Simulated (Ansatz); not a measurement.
# ZnSe: electron density at the nuclei under pressure

```xyz
2
Lattice="0.0000 2.6836 2.6836 2.6836 0.0000 2.6836 2.6836 2.6836 0.0000" Properties=species:S:1:pos:R:3 pbc="T T T"
Zn    0.0000    0.0000    0.0000
Se    2.6836    2.6836    2.6836
```

Atoms are numbered in the order listed.

The cell was built from the rocksalt type and relaxed in the same program, and has space group Fm-3m; it needn't be a known or the stable phase.

These are results of Ansatz 0.2.0, DFT, PBE, all-electron PAW with datasets made for the crystal, scalar-relativistic, not measurements.

Settings: a Γ-centred 13×13×13 k mesh, Fermi–Dirac smearing of 0.08 eV, cutoff 240 eV (chosen by the program for this cell), no spin polarisation.

The contact density is the mean electron density over the nuclear volume; its changes set Mössbauer isomer shifts. Changes below are taken from the unscaled cell, where it is 166674 e/Å³ at Zn1, 262954 e/Å³ at Se2.

```
V/V(cell)  P (GPa)  Δρ(0) Zn1 (e/Å³)  Δρ(0) Se2 (e/Å³)
   0.9405      5.0              0.76                 ?
   1.0000      0.1              0.00              0.00
   1.0600     -3.5                 ?                 ?
```

Question: What belongs in the row "0.9405", column "Δρ(0) Se2 (e/Å³)"?

Answer: -1.41.

Question: What belongs in the row "1.0600", column "Δρ(0) Zn1 (e/Å³)"?

Answer: -0.46.

Question: What belongs in the row "1.0600", column "Δρ(0) Se2 (e/Å³)"?

Answer: 1.34.

The datasets are made afresh for each cell, so very small changes are uncertain.
